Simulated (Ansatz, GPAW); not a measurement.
This is a calculation of HfC for GPAW 26.7.0 (ASE script). 

File run.py:

```python
from ase import Atoms
from ase.dft.bandgap import bandgap
from ase.io import write
from ase.units import GPa
from gpaw import GPAW, PW, setup_paths

setup_paths.insert(0, '.')

atoms = Atoms(['Hf', 'C'],
              cell=[[0.0, 2.325, 2.325],
                    [2.325, 0.0, 2.325],
                    [2.325, 2.325, 0.0]],
              scaled_positions=[[0.5, 0.5, 0.5],
                                [0.0, 0.0, 0.0]],
              pbc=True)

calc = GPAW(mode=PW(800),
            xc='PBEsol',
            kpts={'size': (10, 10, 10), 'gamma': True},
            occupations={'name': 'methfessel-paxton', 'order': 0, 'width': 0.05},
            nbands=18,
            convergence={'density': 1e-05, 'energy': 1e-05},
            maxiter=150,
            txt='gpaw.txt')
atoms.calc = calc
energy = atoms.get_potential_energy()
forces = atoms.get_forces()
stress = atoms.get_stress()
calc.write('gs.gpw')
write('result.traj', atoms)
print(f'Energy: {energy:.6f} eV')
print('Forces (eV/A):')
print(forces.round(4))
print('Stress (GPa):', (stress / GPa).round(3))
print('Fermi level:', round(calc.get_fermi_level(), 4), 'eV')
print(f'Gap: {bandgap(calc)[0]:.4f} eV, direct: {bandgap(calc, direct=True)[0]:.4f} eV')
```

Potentials or basis: PAW data sets generated in the run's folder for this functional, pw.

Command:

```sh
$ gpaw-setup -f PBEsol C Hf
$ OMP_NUM_THREADS=1 python run.py
```

Task: Set up the same calculation for Ansatz 0.2.0. Potentials or basis there: all-electron LAPW, scalar-relativistic.

Result: As run (cutoffs and basis follow the program's own potentials, and thresholds, step limits or extra output files can differ):

The input input.yaml:

```yaml
crystal:
  lattice:
    - [0.0, 2.325, 2.325]
    - [2.325, 0.0, 2.325]
    - [2.325, 2.325, 0.0]
  atoms:
    - { symbol: Hf, position: [0.5, 0.5, 0.5] }
    - { symbol: C, position: [0.0, 0.0, 0.0] }
kpoints:
  mp_grid: { grid: [10, 10, 10] }
scf:
  occupations: { method: gaussian, width: 0.05 }
hamiltonian:
  xc: pbesol
  pseudopotentials: { kind: all_electron, lapw: { basis_error: 0.001 } }
output:
  forces: true
  stress: true
  eigenvalues: true
```

Potentials or basis: all-electron LAPW, scalar-relativistic.

Run with:

```console
$ ansatz run input.yaml --threads 1 --pin off --max-ram 3072MiB --backend cpu --events-out ev --progress --plain --runs-dir out
```

Both were run:

|  | GPAW | Ansatz |
| --- | --- | --- |
| Pressure | -5.3 GPa | -6.5 GPa |

Where Ansatz's input types no cutoff or centring, it takes its own default and a Γ-centred mesh.

The two runs disagree by more than potentials and bases usually give (in gap, levels, pressure or energy); the cause wasn't traced.

Pressure is positive in compression.
